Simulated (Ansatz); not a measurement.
Crystal: LiCl.

```
Cl Li
1.0
     0.00000    2.56477    2.56477
     2.56477    0.00000    2.56477
     2.56477    2.56477    0.00000
Cl Li
1 1
Direct
  0.50000 0.50000 0.50000
  0.00000 0.00000 0.00000
```

Base run:

```yaml
Program: Ansatz 0.2.0
Functional: PBE
Potentials_or_basis: all-electron LAPW, scalar-relativistic
Cutoff: 161 eV (chosen from the basis error)
Basis_error_allowed: 0.001 eV/atom
k_mesh: 9 × 9 × 9
Occupations: fermi-dirac, width 0.05 eV
Spin: no spin polarisation
```

Its results: band gap on the k mesh 6.33 eV, direct; pressure 0.4 GPa.

Q: The run is repeated on the same cell with these changes: functional from PBE to BLYP. What comes out?

A: Band gap on the k mesh 6.47 eV, direct; pressure 2.0 GPa.

BLYP binds less tightly than PBE, so the same cell stands under more pressure.
